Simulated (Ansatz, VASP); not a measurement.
**MgB2 in VASP and in Ansatz**

```xyz
3
Lattice="3.1833 0.0000 0.0000 -1.5916 2.7568 0.0000 0.0000 0.0000 3.7409" Properties=species:S:1:pos:R:3 pbc="T T T"
Mg    0.0000    0.0000    0.0000
B     0.0000    1.8379    1.8704
B     1.5916    0.9189    1.8704
```

Alike in both runs: task single point; functional PBEsol; k mesh 15 × 15 × 12; occupations gaussian, width 0.1 eV; no spin polarisation.

```csv
,VASP,Ansatz
version,VASP 6.6.1,Ansatz 0.2.0
potentials or method,"VASP PAW PBE potentials, release 64 (Mg, B)","scalar-relativistic, plane waves, PAW"
plane-wave cutoff (eV),520,420
valence electrons in the cell,8,16
```

```csv
,VASP,Ansatz,Ansatz less VASP
gap on the k mesh at the Fermi level (eV),none,none,-
pressure (GPa),-16.4,-16.3,+0.10
largest component of the traceless stress (GPa),0.50,0.64,+0.141
```

A gap of «none» marks a metal or a gap that the smearing closes. With one functional, cell and mesh, what is left measures potentials, basis and numerics. The two sets of potentials don't hold the same shells in valence.

Caveats: so large a pressure means that the cell lies far from this level's equilibrium, or that cutoff or potentials fall short (VASP); the potentials were made for another functional, which shifts forces and pressure (VASP).
